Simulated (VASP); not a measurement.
Crystal: Zr.

```
Zr
1.0
     4.87425    0.00000    0.00000
    -2.43713    4.22123    0.00000
     0.00000    0.00000    3.01444
Zr
3
Direct
  0.00000 0.00000 0.00000
  0.33333 0.66667 0.50000
  0.66667 0.33333 0.50000
```

This isn't the form of Zr at room conditions, which is hcp.

The cell isn't the ideal one: Ti -> Zr on all its sites, in the parent's cell.

- Program: VASP 6.6.1
- Task: relaxation of cell and atoms
- Functional: PBE
- Potentials or basis: VASP PAW PBE potentials, release 64 (Zr_sv)
- Cutoff: 600 eV
- k mesh: 6 × 6 × 6
- Occupations: gaussian, width 0.1 eV
- Spin: no spin polarisation

At the start: pressure 12.9 GPa; volume 20.67 Å³/atom.

Task: How do energy, volume and symmetry change on relaxing?

Result: Over 6 steps the energy falls by 91.5 meV/atom and the volume is 23.05 Å³/atom (+11.5 %); space group P6/mmm (No. 191, to 0.05 Å).

The path:
```
step  energy change (eV)  largest force (eV/Å)  pressure (GPa)  volume (Å³)
   1              0.0000                0.0000           12.94        62.02
   2              0.0115                0.0000           -9.30        78.25
   3             -0.2734                0.0000           -0.26        69.49
   4             -0.2735                0.0000           -0.05        69.34
   5             -0.2734                0.0000            0.16        69.19
   6             -0.2745                0.0000            0.19        69.16
```

Final structure:
```
CELL_PARAMETERS angstrom
5.03291 0.00000 0.00000
-2.51646 4.35863 0.00000
0.00000 0.00000 3.15275
ATOMIC_POSITIONS crystal
Zr 0.00000 0.00000 0.00000
Zr 0.33333 0.66667 0.50000
Zr 0.66667 0.33333 0.50000
```
